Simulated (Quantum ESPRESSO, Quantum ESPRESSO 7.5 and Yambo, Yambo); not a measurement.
# A GW chain in Yambo: AgBr (Fm-3m)

Wanted: ground state, empty states, screening and self-energy for AgBr (Fm-3m).

Program: Quantum ESPRESSO 7.5 and Yambo 5.3.0. Level of theory: PBE and many-body steps on it, plane waves. Results are calculated unless marked as measured.

The database entry behind the starting cell differs from later determinations by our own check (about 0.6 % short of the room-temperature cell), so it need not match the best structure at ambient conditions.

## Step 1: The starting structure

It takes space group Fm-3m (No. 225, cubic). Conventional cell: a = 5.740 Å, b = 5.740 Å, c = 5.740 Å, α = 90.00°, β = 90.00°, γ = 90.00°. Ag has 6 Br at 2.87 Å nearest. Nearest to Br lie 6 Ag at 2.87 Å. Farther neighbours and most contacts between anions are not listed.

Coordinates:

```cif
data_structure
_symmetry_space_group_name_H-M 'Fm-3m'
_symmetry_Int_Tables_number 225
_cell_length_a 5.7403
_cell_length_b 5.7403
_cell_length_c 5.7403
_cell_angle_alpha 90.000
_cell_angle_beta 90.000
_cell_angle_gamma 90.000
_cell_volume 189.15
loop_
_atom_site_label
_atom_site_type_symbol
_atom_site_symmetry_multiplicity
_atom_site_Wyckoff_symbol
_atom_site_fract_x
_atom_site_fract_y
_atom_site_fract_z
_atom_site_occupancy
Ag1 Ag 4 a 0.00000 0.00000 0.00000 1
Br1 Br 4 b 0.50000 0.00000 0.00000 1
```

The cell and positions come from the Crystallography Open Database and are kept as given unless a step says otherwise.

## Step 2: Ground state

This step: Quantum ESPRESSO 7.5; DFT, PBE, plane waves, norm-conserving pseudopotentials.

The ground-state density comes first.

Contents of pw.in:

```
&control
  calculation = 'scf'
  prefix = 'x'
  outdir = 'o'
  pseudo_dir = 'pseudo'
/
&system
  ibrav = 0
  nat = 2
  ntyp = 2
  ecutwfc = 76.0
  nbnd = 23
  force_symmorphic = .true.
/
&electrons
  conv_thr = 1e-10
  electron_maxstep = 80
  mixing_beta = 0.5
/
ATOMIC_SPECIES
  Ag 107.87 Ag.upf
  Br 79.904 Br.upf
CELL_PARAMETERS angstrom
  -0.0000000000 2.8701500000 2.8701500000
  2.8701500000 0.0000000000 2.8701500000
  2.8701500000 2.8701500000 0.0000000000
ATOMIC_POSITIONS crystal
  Ag 0.0000000000 0.0000000000 0.0000000000
  Br 0.5000000000 0.5000000000 0.5000000000
K_POINTS automatic
  6 6 6 0 0 0
```

On the command line:

```
> OMP_NUM_THREADS=1 mpirun -n 4 pw.x -nk 4 -in pw.in > pw.out
```

The log of the run:

```text
Program PWSCF v.7.5 starts

     This program is part of the open-source Quantum ESPRESSO suite
     for quantum simulation of materials; please cite
         "P. Giannozzi et al., J. Phys.:Condens. Matter 21 395502 (2009);
         "P. Giannozzi et al., J. Phys.:Condens. Matter 29 465901 (2017);
         "P. Giannozzi et al., J. Chem. Phys. 152 154105 (2020);
     in publications or presentations arising from this work. More details at
     Message from routine setup:
     using ibrav=0 with symmetry is DISCOURAGED, use correct ibrav instead

     G-vector sticks info

     bravais-lattice index     =            0
     lattice parameter (alat)  =       7.6704  a.u.
     unit-cell volume          =     319.1100 (a.u.)^3
     number of atoms/cell      =            2
     number of atomic types    =            2
     number of electrons       =        36.00
     number of Kohn-Sham states=           23
     kinetic-energy cutoff     =      76.0000  Ry
     charge density cutoff     =     304.0000  Ry
     scf convergence threshold =      1.0E-10
     mixing beta               =       0.5000
     number of iterations used =            8  plain     mixing
     Exchange-correlation= PBE
                           (   1   4   3   4   0   0   0)

     celldm(1)=   7.670408  celldm(2)=   0.000000  celldm(3)=   0.000000
     celldm(4)=   0.000000  celldm(5)=   0.000000  celldm(6)=   0.000000

     crystal axes: (cart. coord. in units of alat)
               a(1) = (  -0.000000   0.707107   0.707107 )
               a(2) = (   0.707107   0.000000   0.707107 )
               a(3) = (   0.707107   0.707107   0.000000 )

     reciprocal axes: (cart. coord. in units 2 pi/alat)
               b(1) = ( -0.707107  0.707107  0.707107 )
               b(2) = (  0.707107 -0.707107  0.707107 )
               b(3) = (  0.707107  0.707107 -0.707107 )
     Pseudo is Norm-conserving + core correction, Zval = 19.0
     Generated using ONCVPSP code by D. R. Hamann
     Using radial grid of 1538 points,  6 beta functions with:
     Pseudo is Norm-conserving + core correction, Zval = 17.0
     Generated using ONCVPSP code by D. R. Hamann
     Using radial grid of 1098 points,  6 beta functions with:
     Ag               19.00   107.87000     Ag( 1.00)
     Br               17.00    79.90400     Br( 1.00)

     48 Sym. Ops., with inversion, found

   Cartesian axes

     site n.     atom                  positions (alat units)
         1        Ag     tau(   1) = (   0.0000000   0.0000000   0.0000000  )
         2        Br     tau(   2) = (   0.7071068   0.7071068   0.7071068  )

     number of k points=    16
                       cart. coord. in units 2pi/alat
        k(    1) = (   0.0000000   0.0000000   0.0000000), wk =   0.0092593
        k(    2) = (   0.1178511   0.1178511  -0.1178511), wk =   0.0740741
        k(    3) = (   0.2357023   0.2357023  -0.2357023), wk =   0.0740741
        k(    4) = (  -0.3535534  -0.3535534   0.3535534), wk =   0.0370370
        k(    5) = (   0.2357023   0.0000000  -0.0000000), wk =   0.0555556
        k(    6) = (   0.3535534   0.1178511  -0.1178511), wk =   0.2222222
        k(    7) = (  -0.2357023  -0.4714045   0.4714045), wk =   0.2222222
        k(    8) = (  -0.1178511  -0.3535534   0.3535534), wk =   0.2222222
        k(    9) = (   0.0000000  -0.2357023   0.2357023), wk =   0.1111111
        k(   10) = (   0.4714045   0.0000000  -0.0000000), wk =   0.0555556
     [... 4 further rows ...]
        k(   15) = (  -0.1178511  -0.3535534   0.5892557), wk =   0.2222222
        k(   16) = (  -0.7071068   0.2357023   0.0000000), wk =   0.1111111

     Dense  grid:    28571 G-vectors     FFT dimensions: (  45,  45,  45)

     Initial potential from superposition of free atoms

     starting charge      35.9995, renormalised to      36.0000
     Starting wfcs are   19 randomized atomic wfcs +    4 random wfcs

     per-process dynamical memory:    25.1 Mb

     Self-consistent Calculation

     iteration #  1     ecut=    76.00 Ry     beta= 0.50

     Threshold (ethr) on eigenvalues was too large:
     Diagonalizing with lowered threshold

     total energy              =    -580.82680098 Ry
     estimated scf accuracy    <       0.02615972 Ry

     iteration #  2     ecut=    76.00 Ry     beta= 0.50

     total energy              =    -580.83395694 Ry
     estimated scf accuracy    <       0.00490549 Ry

     iteration #  3     ecut=    76.00 Ry     beta= 0.50

     total energy              =    -580.83484537 Ry
     estimated scf accuracy    <       0.00030269 Ry

     iteration #  4     ecut=    76.00 Ry     beta= 0.50

     total energy              =    -580.83487741 Ry
     estimated scf accuracy    <       0.00002288 Ry

     iteration #  5     ecut=    76.00 Ry     beta= 0.50

     total energy              =    -580.83487989 Ry
     estimated scf accuracy    <       0.00000155 Ry

     iteration #  6     ecut=    76.00 Ry     beta= 0.50

     total energy              =    -580.83488009 Ry
     estimated scf accuracy    <       0.00000002 Ry

     iteration #  7     ecut=    76.00 Ry     beta= 0.50

     total energy              =    -580.83488009 Ry
     estimated scf accuracy    <          2.1E-09 Ry

     iteration #  8     ecut=    76.00 Ry     beta= 0.50

     total energy              =    -580.83488010 Ry
     estimated scf accuracy    <          4.3E-10 Ry

     iteration #  9     ecut=    76.00 Ry     beta= 0.50

     End of self-consistent calculation

          k = 0.0000 0.0000 0.0000 (  3527 PWs)   bands (ev):

   -80.4270 -50.9589 -50.9589 -50.9585 -50.9585 -50.9585 -43.9487 -43.9487
   -43.9487  -5.3666   6.9216   6.9216   6.9216   6.9227   6.9227   7.7856
     7.7856   7.7856  10.3900  19.6462  19.6462  19.6462  20.8980

          k = 0.1179 0.1179-0.1179 (  3593 PWs)   bands (ev):

   -80.4272 -50.9590 -50.9590 -50.9585 -50.9585 -50.9585 -43.9491 -43.9488
   -43.9488  -5.2618   6.2563   6.3391   6.3391   6.9953   6.9953   7.3900
     8.4883   8.4883  11.7010  17.7741  18.8737  18.8737  20.6941

          k = 0.2357 0.2357-0.2357 (  3561 PWs)   bands (ev):

   -80.4270 -50.9590 -50.9590 -50.9585 -50.9585 -50.9585 -43.9499 -43.9489
   -43.9489  -5.0376   4.9735   5.7538   5.7538   7.1486   7.1486   7.4761
     9.3457   9.3457  13.2167  16.3783  17.1865  17.1865  21.0683

          k =-0.3536-0.3536 0.3536 (  3582 PWs)   bands (ev):

     [... further k-points ...]

     highest occupied, lowest unoccupied level (ev):     9.7176   10.3900

!    total energy              =    -580.83488010 Ry
     estimated scf accuracy    <          1.4E-11 Ry

     The total energy is the sum of the following terms:
     one-electron contribution =    -313.98120561 Ry
     hartree contribution      =     163.67628715 Ry
     xc contribution           =     -90.90372791 Ry
     ewald contribution        =    -339.62623373 Ry

     convergence has been achieved in   9 iterations

     XML data file, charge density, pseudopotentials, collected wavefunctions

=------------------------------------------------------------------------------=
   JOB DONE.
=------------------------------------------------------------------------------=
```

Elapsed: 7.1 s, on 4 MPI ranks of Arm Neoverse V1, shared host; peak memory 0.26 GiB.

This step gave:

```
total energy               : -7902.6611 eV
gap                        : 0.6724 eV
k of the valence top       : 0, 0, -0.5
k of the conduction bottom : 0, 0, 0
least direct gap           : 2.604 eV
```

The gap is indirect, with the least direct gap 1.93 eV higher.

## Step 3: Bands along the symmetry lines

The cheap functional maps the bands first; the places of the edges decide which points the dearer methods must see.

Contents of pw.in:

```
&control
  calculation = 'bands'
  prefix = 'x'
  outdir = 'o'
  pseudo_dir = 'pseudo'
/
&system
  ibrav = 0
  nat = 2
  ntyp = 2
  ecutwfc = 76.0
  nbnd = 24
  force_symmorphic = .true.
/
&electrons
  conv_thr = 1e-9
  electron_maxstep = 80
  diago_full_acc = .true.
  diago_thr_init = 5e-6
/
ATOMIC_SPECIES
  Ag 107.87 Ag.upf
  Br 79.904 Br.upf
CELL_PARAMETERS angstrom
  -0.0000000000 2.8701500000 2.8701500000
  2.8701500000 0.0000000000 2.8701500000
  2.8701500000 2.8701500000 0.0000000000
ATOMIC_POSITIONS crystal
  Ag 0.0000000000 0.0000000000 0.0000000000
  Br 0.5000000000 0.5000000000 0.5000000000
K_POINTS crystal
  50
  0.00000000 0.00000000 0.00000000 1
  0.06250000 0.00000000 0.06250000 1
  0.12500000 0.00000000 0.12500000 1
  0.18750000 0.00000000 0.18750000 1
  0.25000000 0.00000000 0.25000000 1
  0.31250000 0.00000000 0.31250000 1
  0.37500000 0.00000000 0.37500000 1
  0.43750000 0.00000000 0.43750000 1
  0.50000000 0.00000000 0.50000000 1
  0.51562500 0.03125000 0.51562500 1
  0.53125000 0.06250000 0.53125000 1
  0.54687500 0.09375000 0.54687500 1
  0.56250000 0.12500000 0.56250000 1
  0.57812500 0.15625000 0.57812500 1
  0.59375000 0.18750000 0.59375000 1
  0.60937500 0.21875000 0.60937500 1
  0.62500000 0.25000000 0.62500000 1
  0.37500000 0.37500000 0.75000000 1
  0.32812500 0.32812500 0.65625000 1
  0.28125000 0.28125000 0.56250000 1
  0.23437500 0.23437500 0.46875000 1
  0.18750000 0.18750000 0.37500000 1
  0.14062500 0.14062500 0.28125000 1
  0.09375000 0.09375000 0.18750000 1
  0.04687500 0.04687500 0.09375000 1
  0.00000000 0.00000000 0.00000000 1
  0.06250000 0.06250000 0.06250000 1
  0.12500000 0.12500000 0.12500000 1
  0.18750000 0.18750000 0.18750000 1
  0.25000000 0.25000000 0.25000000 1
  0.31250000 0.31250000 0.31250000 1
  0.37500000 0.37500000 0.37500000 1
  0.43750000 0.43750000 0.43750000 1
  0.50000000 0.50000000 0.50000000 1
  0.50000000 0.46875000 0.53125000 1
  0.50000000 0.43750000 0.56250000 1
  0.50000000 0.40625000 0.59375000 1
  0.50000000 0.37500000 0.62500000 1
  0.50000000 0.34375000 0.65625000 1
  0.50000000 0.31250000 0.68750000 1
  0.50000000 0.28125000 0.71875000 1
  0.50000000 0.25000000 0.75000000 1
  0.50000000 0.21875000 0.71875000 1
  0.50000000 0.18750000 0.68750000 1
  0.50000000 0.15625000 0.65625000 1
  0.50000000 0.12500000 0.62500000 1
  0.50000000 0.09375000 0.59375000 1
  0.50000000 0.06250000 0.56250000 1
  0.50000000 0.03125000 0.53125000 1
  0.50000000 0.00000000 0.50000000 1
```

The log of the run:

```text
[banner, memory and clock lines left out]
Program PWSCF v.7.5 starts

     Atomic positions and unit cell read from directory:
     o/x.save/

     Message from routine setup:
     using ibrav=0 with symmetry is DISCOURAGED, use correct ibrav instead

     G-vector sticks info

     bravais-lattice index     =            0
     lattice parameter (alat)  =       7.6704  a.u.
     unit-cell volume          =     319.1100 (a.u.)^3
     number of atoms/cell      =            2
     number of atomic types    =            2
     number of electrons       =        36.00
     number of Kohn-Sham states=           24
     kinetic-energy cutoff     =      76.0000  Ry
     charge density cutoff     =     304.0000  Ry
     Exchange-correlation= PBE
                           (   1   4   3   4   0   0   0)

     celldm(1)=   7.670408  celldm(2)=   0.000000  celldm(3)=   0.000000
     celldm(4)=   0.000000  celldm(5)=   0.000000  celldm(6)=   0.000000

     crystal axes: (cart. coord. in units of alat)
               a(1) = (  -0.000000   0.707107   0.707107 )
               a(2) = (   0.707107   0.000000   0.707107 )
               a(3) = (   0.707107   0.707107   0.000000 )

     reciprocal axes: (cart. coord. in units 2 pi/alat)
               b(1) = ( -0.707107  0.707107  0.707107 )
               b(2) = (  0.707107 -0.707107  0.707107 )
               b(3) = (  0.707107  0.707107 -0.707107 )
     Pseudo is Norm-conserving + core correction, Zval = 19.0
     Generated using ONCVPSP code by D. R. Hamann
     Using radial grid of 1538 points,  6 beta functions with:
     Pseudo is Norm-conserving + core correction, Zval = 17.0
     Generated using ONCVPSP code by D. R. Hamann
     Using radial grid of 1098 points,  6 beta functions with:
     Ag               19.00   107.87000     Ag( 1.00)
     Br               17.00    79.90400     Br( 1.00)

     48 Sym. Ops., with inversion, found

   Cartesian axes

     site n.     atom                  positions (alat units)
         1        Ag     tau(   1) = (   0.0000000   0.0000000   0.0000000  )
         2        Br     tau(   2) = (   0.7071068   0.7071068   0.7071068  )

     number of k points=    50
                       cart. coord. in units 2pi/alat
        k(    1) = (   0.0000000   0.0000000   0.0000000), wk =   0.0400000
        k(    2) = (   0.0000000   0.0883883   0.0000000), wk =   0.0400000
        k(    3) = (   0.0000000   0.1767767   0.0000000), wk =   0.0400000
[...]
[... 38 further rows ...]
        k(   49) = (   0.0441942   0.7071068   0.0000000), wk =   0.0400000
        k(   50) = (   0.0000000   0.7071068   0.0000000), wk =   0.0400000

     Dense  grid:    28571 G-vectors     FFT dimensions: (  45,  45,  45)

     The potential is recalculated from file :
     o/x.save/charge-density

     Starting wfcs are   19 randomized atomic wfcs +    5 random wfcs

     Band Structure Calculation

     End of band structure calculation

          k = 0.0000 0.0000 0.0000 (  3527 PWs)   bands (ev):

   -80.4270 -50.9589 -50.9589 -50.9585 -50.9585 -50.9585 -43.9487 -43.9487
   -43.9487  -5.3666   6.9216   6.9216   6.9216   6.9226   6.9226   7.7856
     7.7856   7.7856  10.3900  19.6462  19.6462  19.6462  20.8980  21.5270

          k = 0.0000 0.0884 0.0000 (  3587 PWs)   bands (ev):

[...]
k = 0.0000 0.1768 0.0000 (  3591 PWs)   bands (ev):

[...]
k =-0.0000 0.2652 0.0000 (  3583 PWs)   bands (ev):

[...]
k = 0.0000 0.4419-0.0000 (  3559 PWs)   bands (ev):

[...]
k =-0.0000 0.5303 0.0000 (  3547 PWs)   bands (ev):

[...]
k = 0.0000 0.6187-0.0000 (  3559 PWs)   bands (ev):

[...]
k = 0.4640 0.4640-0.0000 (  3578 PWs)   bands (ev):

[...]
k = 0.3315 0.3315-0.0000 (  3561 PWs)   bands (ev):

[...]
k = 0.3094 0.7071-0.0000 (  3576 PWs)   bands (ev):

[...]
k = 0.2210 0.7071-0.0000 (  3576 PWs)   bands (ev):

[...]
k = 0.1768 0.7071-0.0000 (  3560 PWs)   bands (ev):

[...]
k = 0.0442 0.7071 0.0000 (  3558 PWs)   bands (ev):

[...]
k = 0.0000 0.7071 0.0000 (  3572 PWs)   bands (ev):

[...]
-43.9494  -4.8887   5.4380   6.6483   6.8811   6.8811   7.0829   7.3319
     7.3319   7.4335  11.3211  16.7790  18.7866  20.7737  20.7737  24.6711

     XML data file, pseudopotentials, collected wavefunctions
```

Run time: 5.5 s. Hardware: 4 MPI ranks; peak memory 0.22 GiB.

This step gave:

| Property | Result |
| --- | --- |
| gap | 0.6724 eV |
| k of the valence top | 0.5, 0.5, 0.5 |
| k of the conduction bottom | 0, 0, 0 |
| least direct gap | 2.604 eV |

The gap is 0.672 eV, as in the run before at this level.

Electronic bands along the path, in eV, zero at the top of the highest filled band:

```
    point  band 15  band 16  band 17  band 18  band 19  band 20  band 21  band 22
        Γ    -2.79    -1.93    -1.93    -1.93     0.67     9.93     9.93     9.93
  halfway    -2.72    -1.86    -1.86    -1.64     3.28     6.69     7.83     9.50
        X    -2.63    -2.39    -2.39    -2.28     1.60     7.06     9.07    11.06
  halfway    -2.40    -2.34    -2.13    -1.99     2.02     7.07     8.81    10.41
        U    -2.44    -2.22    -2.02    -1.21     2.97     6.84     8.24     9.19
jump to K    -2.44    -2.22    -2.02    -1.21     2.97     6.84     8.24     9.19
  halfway    -2.56    -2.06    -1.79    -0.21     3.79     6.49     7.48     7.82
        Γ    -2.79    -1.93    -1.93    -1.93     0.67     9.93     9.93     9.93
  halfway    -2.65    -2.31    -0.77    -0.77     2.88     7.17     8.24     8.24
        L    -2.49    -2.15     0.00     0.00     3.74     6.59     6.77     6.77
  halfway    -2.48    -2.20    -1.20    -0.61     4.50     5.25     7.84     7.93
        W    -2.37    -2.29    -2.29    -1.53     3.79     7.15     7.68     7.68
  halfway    -2.39    -2.38    -2.33    -1.77     2.46     7.16     8.58     9.12
        X    -2.63    -2.39    -2.39    -2.28     1.60     7.06     9.07    11.06
```

(Part 1 of 3 ends here.)

[Paths, hosts, dates, memory and timing lines, banners, echoed tables and standing remarks are left out of the program output.]

[Logs are printed without paths, hosts, clocks, repeated set-up lines and the standing remarks that a program may print on its own settings, such as how far it seeks lower states.]

[Runs of the session that timed out or met a known fault of the program may be left out.]

[Hosts, paths, dates, database ids (printed as entryN), source tags and the programs' standing remarks are cut or masked in the printed files.]
